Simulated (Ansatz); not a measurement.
# Relaxing tellurium (fcc)

All numbers below come from DFT, PBE, plane waves (420 eV) with PAW, scalar-relativistic (Ansatz).

k-point mesh 11×11×11, Fermi-Dirac smearing 0.1 eV, no spin polarisation. Cell and atoms relax.

Starting structure:

```yaml
crystal:
  lattice:
    - [0.0, 2.4339108928, 2.4339108928]
    - [2.4339108928, 0.0, 2.4339108928]
    - [2.4339108928, 2.4339108928, 0.0]
  atoms:
    - { symbol: Te, position: [0.0, 0.0, 0.0] }
hamiltonian:
  xc: pbe
  pseudopotentials:
    kind: paw
    azcp:
      Te: "pseudopotentials/Te.paw.azcp"
basis:
  ecutwfc: 420
  fft_grid_basis: typed
kpoints:
  mp_grid: { grid: [11, 11, 11], shift: [0, 0, 0] }
magnetization:
  spin_polarized: false
scf:
  occupations: { method: fermi_dirac, width: 0.1 }
relax:
  max_steps: 60
  f_tol: 0.01
  cell: {}
```

Question: What cell does the relaxation end in?

Answer: Fm-3m with a = 4.839 Å; 28.32 Å³ per atom against 28.84 at the start (-1.8 %).

Question: How much energy does the relaxation gain?

Answer: 1.5 meV per atom.
